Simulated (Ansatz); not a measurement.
**Convergence notes, G0W0 on CaO (wurtzite)**

CaO built on the wurtzite prototype (no longer in that coordination), relaxed with r2SCAN; one-shot G0W0 in Ansatz without spin-orbit coupling. Note: simulated data, non-magnetic, for a generated structure that need not be the stable one. The cell started from the wurtzite prototype, but the relaxation took it to the higher symmetry P6_3/mmc (No. 194), so the name no longer describes it.

```
Ca O
1.0
     3.98084    0.00000    0.00000
    -1.99042    3.44751    0.00000
     0.00000    0.00000    4.77044
Ca O
2 2
Direct
  0.33333 0.66667 0.93750
  0.66667 0.33333 0.43750
  0.33333 0.66667 0.43750
  0.66667 0.33333 0.93750
```

Gaps are read over the mesh points alone. G0W0 values are finite-basis, finite-mesh values.
```json
{"start": "PBE", "potentials": "PAW", "frequency model": "contour deformation", "mesh": "6×6×4", "empty bands": "246", "screening cutoff (eV)": "140", "Kohn-Sham gap (eV)": "3.21", "G0W0 gap (eV)": "4.55", "rough cost": "11 core-minutes"}
{"start": "PBE", "potentials": "PAW", "frequency model": "contour deformation", "mesh": "6×6×4", "empty bands": "452", "screening cutoff (eV)": "210", "Kohn-Sham gap (eV)": "3.21", "G0W0 gap (eV)": "4.69", "rough cost": "50 core-minutes"}
{"start": "HSE06", "potentials": "PAW", "frequency model": "contour deformation", "mesh": "6×6×4", "empty bands": "246", "screening cutoff (eV)": "140", "Kohn-Sham gap (eV)": "4.58", "G0W0 gap (eV)": "5.27", "rough cost": "17 core-minutes"}
{"start": "LDA", "potentials": "PAW", "frequency model": "contour deformation", "mesh": "6×6×4", "empty bands": "246", "screening cutoff (eV)": "140", "Kohn-Sham gap (eV)": "3.04", "G0W0 gap (eV)": "4.65", "rough cost": "12 core-minutes"}
{"start": "r2SCAN", "potentials": "PAW", "frequency model": "contour deformation", "mesh": "6×6×4", "empty bands": "246", "screening cutoff (eV)": "140", "Kohn-Sham gap (eV)": "3.63", "G0W0 gap (eV)": "4.77", "rough cost": "12 core-minutes"}
{"start": "PBE", "potentials": "PAW", "frequency model": "Godby-Needs pole", "mesh": "6×6×4", "empty bands": "246", "screening cutoff (eV)": "140", "Kohn-Sham gap (eV)": "3.21", "G0W0 gap (eV)": "4.50", "rough cost": "10 core-minutes"}
{"start": "PBE", "potentials": "PAW", "frequency model": "contour deformation", "mesh": "6×6×4", "empty bands": "106", "screening cutoff (eV)": "80", "Kohn-Sham gap (eV)": "3.21", "G0W0 gap (eV)": "4.30", "rough cost": "2.1 core-minutes"}
```

G0W0 moves the gap on the mesh from 3.21 eV (PBE) to 4.69 eV (direct at Γ). Renormalisation factors Z lie between 0.73 and 0.84.

Raising bands and cutoff together moves the gap by +0.25 eV (80 to 140 eV), then +0.14 eV (140 to 210 eV); the last step is still large, so the basis limit isn't reached. Starting from HSE06 (4.58 eV against PBE's 3.21 eV) gives 5.27 eV, +0.72 eV from G0W0@PBE at the same screening cutoff. Starting from LDA (3.04 eV against PBE's 3.21 eV) gives 4.65 eV, +0.10 eV from G0W0@PBE at the same screening cutoff. Starting from r2SCAN (3.63 eV against PBE's 3.21 eV) gives 4.77 eV, +0.22 eV from G0W0@PBE at the same screening cutoff. The Godby-Needs plasmon pole differs from contour deformation by -0.05 eV. r2SCAN runs take a wave cutoff of 500 eV.
